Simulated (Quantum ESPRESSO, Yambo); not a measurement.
# A GW chain in Yambo: WS2 (2H monolayer), part 2 of 3

Aim: the G0W0 gap of WS2 (2H monolayer) on PBE, step by step.

Quantum ESPRESSO 7.5 and Yambo 5.3.0; PBE and many-body steps on it, plane waves. Known limits of the many-body steps: not at the basis limit; no spin-orbit coupling.

So far. Step 2 (Ground state): The gap is direct, at (0.333, 0.333, 0.000). Step 3 (Bands along the symmetry lines): The gap is 1.811 eV, as in the run before at this level.

## 4. Empty states on the mesh, 6×6×1 mesh, 124 bands

Level of this step: DFT, PBE, plane waves, norm-conserving pseudopotentials (Quantum ESPRESSO).

The sums over transitions need many empty states on a uniform mesh; this step solves for them.

pw.in reads:

```
&control
  calculation = 'nscf'
  prefix = 'x'
  outdir = 'o'
  pseudo_dir = 'pseudo'
/
&system
  ibrav = 0
  nat = 3
  ntyp = 2
  ecutwfc = 62.0
  nbnd = 124
  force_symmorphic = .true.
/
&electrons
  conv_thr = 1e-9
  electron_maxstep = 80
  diago_full_acc = .true.
  diago_thr_init = 5e-6
/
ATOMIC_SPECIES
  W 183.84 W.upf
  S 32.06 S.upf
CELL_PARAMETERS angstrom
  3.1869316516 0.0000000001 0.0000000000
  -1.5934658259 2.7599637703 0.0000000000
  0.0000000000 0.0000000000 16.0000000000
ATOMIC_POSITIONS crystal
  W 0.3333333333 0.6666666667 0.5000000000
  S 0.6666666667 0.3333333333 0.5982131499
  S 0.6666666667 0.3333333333 0.4017868501
K_POINTS automatic
  6 6 1 0 0 0
```

On the command line:

```bash
OMP_NUM_THREADS=1 mpirun -n 4 pw.x -nk 4 -in pw.in > pw.out
```

Log:

```text
[banner, memory and clock lines left out]
Program PWSCF v.7.5 starts

     Atomic positions and unit cell read from directory:
     o/x.save/

     Message from routine setup:
     using ibrav=0 with symmetry is DISCOURAGED, use correct ibrav instead

     G-vector sticks info

     bravais-lattice index     =            0
     lattice parameter (alat)  =       6.0224  a.u.
     unit-cell volume          =     949.7137 (a.u.)^3
     number of atoms/cell      =            3
     number of atomic types    =            2
     number of electrons       =        26.00
     number of Kohn-Sham states=          124
     kinetic-energy cutoff     =      62.0000  Ry
     charge density cutoff     =     248.0000  Ry
     Exchange-correlation= PBE
                           (   1   4   3   4   0   0   0)

     celldm(1)=   6.022428  celldm(2)=   0.000000  celldm(3)=   0.000000
     celldm(4)=   0.000000  celldm(5)=   0.000000  celldm(6)=   0.000000

     crystal axes: (cart. coord. in units of alat)
               a(1) = (   1.000000   0.000000   0.000000 )
               a(2) = (  -0.500000   0.866025   0.000000 )
               a(3) = (   0.000000   0.000000   5.020503 )

     reciprocal axes: (cart. coord. in units 2 pi/alat)
               b(1) = (  1.000000  0.577350 -0.000000 )
               b(2) = ( -0.000000  1.154701  0.000000 )
               b(3) = (  0.000000 -0.000000  0.199183 )
     Pseudo is Norm-conserving + core correction, Zval = 14.0
     Generated using ONCVPSP code by D. R. Hamann
     Using radial grid of 1396 points,  8 beta functions with:
     Pseudo is Norm-conserving + core correction, Zval =  6.0
     Generated using ONCVPSP code by D. R. Hamann
     Using radial grid of 1146 points,  6 beta functions with:
     W                14.00   183.84000     W ( 1.00)
     S                 6.00    32.06000     S ( 1.00)

     12 Sym. Ops. (no inversion) found

   Cartesian axes

     site n.     atom                  positions (alat units)
         1        W      tau(   1) = (  -0.0000000   0.5773503   2.5102515  )
         2        S      tau(   2) = (   0.5000000   0.2886751   3.0033309  )
         3        S      tau(   3) = (   0.5000000   0.2886751   2.0171721  )

     number of k points=     7
                       cart. coord. in units 2pi/alat
        k(    1) = (   0.0000000   0.0000000   0.0000000), wk =   0.0555556
        k(    2) = (  -0.0000000   0.1924501   0.0000000), wk =   0.3333333
        k(    3) = (  -0.0000000   0.3849002   0.0000000), wk =   0.3333333
        k(    4) = (   0.0000000  -0.5773503   0.0000000), wk =   0.1666667
        k(    5) = (   0.1666667   0.2886751   0.0000000), wk =   0.3333333
        k(    6) = (   0.1666667   0.4811252   0.0000000), wk =   0.6666667
        k(    7) = (   0.3333333   0.5773503   0.0000000), wk =   0.1111111

     Dense  grid:    62407 G-vectors     FFT dimensions: (  32,  32, 160)

     The potential is recalculated from file :
     o/x.save/charge-density

     Starting wfcs are   18 randomized atomic wfcs +  106 random wfcs

     Band Structure Calculation

     End of band structure calculation

          k = 0.0000 0.0000 0.0000 (  7833 PWs)   bands (ev):

   -73.4103 -37.6400 -37.4886 -37.4886 -14.0833 -12.4618  -5.6711  -2.1899
    -2.1899  -1.4559  -0.9676  -0.9676   0.6068   3.5180   3.5180   3.6644
     3.6644   5.5754   6.1880   6.2014   7.5642   9.2387   9.3798  10.9645
[...]
[... 4 further rows ...]
[...]
47.1879  48.0904  48.6167  48.6167

          k =-0.0000 0.1925 0.0000 (  7875 PWs)   bands (ev):

[...]
[... 4 further rows ...]
[...]
47.9913  48.1117  48.5326  49.2258

          k =-0.0000 0.3849 0.0000 (  7849 PWs)   bands (ev):

[...]
32.4602  33.7400  33.8348  34.3653  34.4178  34.4609  34.8928  34.9890
     [... 4 further rows ...]
    45.9890  46.3494  46.5715  46.6290  46.7492  47.0934  47.1887  47.9310
    47.9631  47.9694  48.2902  48.2911

          k = 0.0000-0.5774 0.0000 (  7782 PWs)   bands (ev):

     [... further k-points ...]

     highest occupied, lowest unoccupied level (ev):     0.6479    2.4591

     XML data file, pseudopotentials, collected wavefunctions
```

Run time: 20 s. Hardware: 4 MPI ranks of Intel Xeon 6975P-C (Granite Rapids), shared host; peak memory 0.61 GiB.

Numbers from this step:

```yaml
gap: 1.811 eV
k_of_the_valence_top: 0.3333, 0.3333, 0
k_of_the_conduction_bottom: 0.3333, 0.3333, 0
least_direct_gap: 1.811 eV
k_points_computed: 7
lowest_point_of_the_top_converged_band_above_the_valence_top: 47.64 eV
```

On this mesh the gap is 1.811 eV.

## 5. Conversion and set-up

This step: Yambo 5.3.0; conversion and set-up on PBE, plane waves, norm-conserving pseudopotentials.

The states are converted to the many-body program's format and the q mesh is built.

On the command line:

```bash
(cd o/x.save; p2y > p2y.log; mv SAVE ../..); yambo > setup.log
```

Log:

```text
 Yambo, version 5.3.0

 [02] CORE Variables Setup
 =========================

  [02.01] Unit cells
  ==================

  Cell kind             :  HCP
  Atoms in the cell     :  W  S
  number of W  atoms    :  1
  number of S  atoms    :  2

  List of atomic masses
  Mass of W     :  183.8400
  Mass of S     :  32.06000

  List of atomic coordinates    : [cc]
  W1       : -0.42710E-09   3.4771       15.118      order 1
  S1       :   3.01121   1.73853  18.08734  order 2
  S2       :   3.01121   1.73853  12.14827  order 3

  Alat factors          :   6.02243   5.21558  30.23562 [a.u.]
  Direct lattice volume :  949.7137 [a.u.]
  Direct lattice vectors:  A[ 1 ]  A[ 2 ]  A[ 3 ]
   A[ 1 ]:   1.0000      0.36232E-10   0.0000      [iru]
    6.0224      0.18897E-09   0.0000      [cc]
   A[ 2 ]: -0.500000  1.000000  0.000000  [iru]
  -3.011214  5.215576  0.000000  [cc]
   A[ 3 ]:  0.000000  0.000000  1.000000  [iru]
    0.00000   0.00000  30.23562  [cc]

  Recip. lattice volume :  0.261184 [a.u.]
  Recip. lattice vectors:  B[ 1 ]  B[ 2 ]  B[ 3 ]
   B[ 1 ]:  1.000000  0.500000  0.000000  [iku]
   1.043298  0.602348 -0.000000  [cc]
   B[ 2 ]: -0.36232E-10   1.0000       0.0000      [iku]
  -0.37801E-10   1.2047       0.0000      [cc]
   B[ 3 ]:  0.000000  0.000000  1.000000  [iku]
   0.000000 -0.000000  0.207807  [cc]

  [02.02] Symmetries
  ==================

  Inversion symmetry    : yes
  Spatial inversion     : no
  Inversion index       :  13
  K-space Time-reversal : yes
  Magnetic symmetries   : no
  Time-reversal derived K-space symmetries:  13  24
  Group table correct   : yes
  Symmetries units      :  [cc]

   [S  1]:   1.0000      0.71377E-29   0.0000      0.15107E-16   1.0000       0.0000       0.0000       0.0000       1.0000
   [S  2]:  -1.0000     -0.62756E-10   0.0000     -0.72465E-10   1.0000       0.0000       0.0000       0.0000      -1.0000
   [S  3]: -0.500000  0.866025  0.000000 -0.866025 -0.500000  0.000000  0.000000  0.000000  1.000000
[...]
[S  9]: -0.500000 -0.866025  0.000000  0.866025 -0.500000  0.000000  0.000000  0.000000 -1.000000
   [S 10]: -0.500000  0.866025  0.000000 -0.866025 -0.500000  0.000000  0.000000  0.000000 -1.000000
     [... 12 further rows ...]
   [S*23]: -0.500000 -0.866025 -0.000000 -0.866025  0.500000 -0.000000 -0.000000 -0.000000 -1.000000
   [S*24]: -0.500000  0.866025 -0.000000  0.866025  0.500000 -0.000000 -0.000000 -0.000000 -1.000000

  [02.03] Reciprocal space
  ========================

  nG shells         :  3087
  nG charge         :   62407
  nG WFs            :   9967
  nC WFs            :   7875
  G-vecs. in first 80 shells:  [ Number ]
    1   3   5   7   9  11  17  29  31
    43   55   57   69   81   83   95   97  109
   121  123  129  141  153  165  177  189  191
[...]
767   779   791   803   815   839   851   863
  ...
  Shell energy in first 80 shells:  [ mHa ]
[...]
K/Q-points units:
  rlu = crystal or reduced units; cc = cartesian coordinates; iku = interal k-units

  K [1]          [rlu]:  0.000000  0.000000  0.000000
         WF components:   7833
  K [2]          [rlu]: -0.72566E-27  0.16667       0.0000
         WF components:   7875
  K [3]          [rlu]: -0.14513E-26  0.33333       0.0000
         WF components:   7849
  K [4]          [rlu]:  0.36846E-26 -0.50000       0.0000
         WF components:   7782
  K [5]          [rlu]:  0.166667  0.166667  0.000000
         WF components:   7857
  K [6]          [rlu]:  0.166667  0.333333  0.000000
         WF components:   7798
  K [7]          [rlu]:  0.333333  0.333333  0.000000
         WF components:   7764

  [02.05] Energies & Occupations
  ==============================

  [X] === General ===
  [X] Electronic Temperature                        :  0.000000  0.000000 [eV K]
  [X] Bosonic    Temperature                        :  0.000000  0.000000 [eV K]
  [X] Finite Temperature mode                       : no
  [X] El. density                                   :  0.18475E+24 [cm-3]
  [X] Fermi Level                                   :  0.647888 [eV]

  [X] === Gaps and Widths ===
  [X] Conduction Band Min                           :  1.811258 [eV]
  [X] Valence Band Max                              :  0.000000 [eV]
  [X] Filled Bands                                  :  13
  [X] Empty Bands                                   :   14  124
  [X] Direct Gap                                    :  1.811258 [eV]
  [X] Direct Gap localized at k                     :   7
  [X] Indirect Gap                                  :  1.811258 [eV]
  [X] Indirect Gap between kpts                     :   7   7
  [X] Last valence band width                       :  1.187906 [eV]
  [X] 1st conduction band width                     :  1.058886 [eV]

  E @ K [1]:  [eV]
  -74.05814 -38.28787 -38.13647 -38.13647 -14.73114 -13.10969  -6.31897  -2.83783
[...]
occ @ K [1]
[...]
E @ K [2]:  [eV]
[...]
occ @ K [2]
[...]
E @ K [3]:  [eV]
[...]
occ @ K [3]
[...]
E @ K [4]:  [eV]
[...]
occ @ K [4]
[...]
E @ K [5]:  [eV]
[...]
occ @ K [5]
[...]
E @ K [6]:  [eV]
[...]
occ @ K [6]
[...]
E @ K [7]:  [eV]
[...]
occ @ K [7]
[...]
0.000000  0.000000  0.000000  0.000000  0.000000  0.000000  0.000000  0.000000
   0.000000  0.000000  0.000000  0.000000  0.000000  0.000000  0.000000  0.000000

 [03] Transferred momenta grid and indexing
 ==========================================

 IBZ Q-points                                      :   7
 BZ  Q-points                                      :   36

 K/Q-points units:
 rlu = crystal or reduced units; cc = cartesian coordinates; iku = interal k-units

 Q [1]          [rlu]:  0.000000  0.000000  0.000000
 Q [2]          [rlu]:  0.29073E-17  0.16667       0.0000
 Q [3]          [rlu]:  0.58146E-17  0.33333       0.0000
 Q [4]          [rlu]: -0.87219E-17 -0.50000       0.0000
 Q [5]          [rlu]:  0.166667  0.166667  0.000000
 Q [6]          [rlu]:  0.166667  0.333333  0.000000
 Q [7]          [rlu]:  0.333333  0.333333  0.000000

  [03.01] X indexes
  =================

   [03.01.01] Sigma indexes
   ========================

 [06] Game Over & Game summary
```

Run time: 2.7 s. Hardware: 1 MPI rank; peak memory 0.25 GiB.

(Part 2 of 3 ends here.)

[Paths, hosts, dates, memory and timing lines, banners, echoed tables and standing remarks are left out of the program output.]

[Logs are printed without paths, hosts, clocks, repeated set-up lines and the standing remarks that a program may print on its own settings, such as how far it seeks lower states.]

[Runs of the session that timed out or met a known fault of the program may be left out.]

[Hosts, paths, dates, database ids (printed as entryN), source tags and the programs' standing remarks are cut or masked in the printed files.]
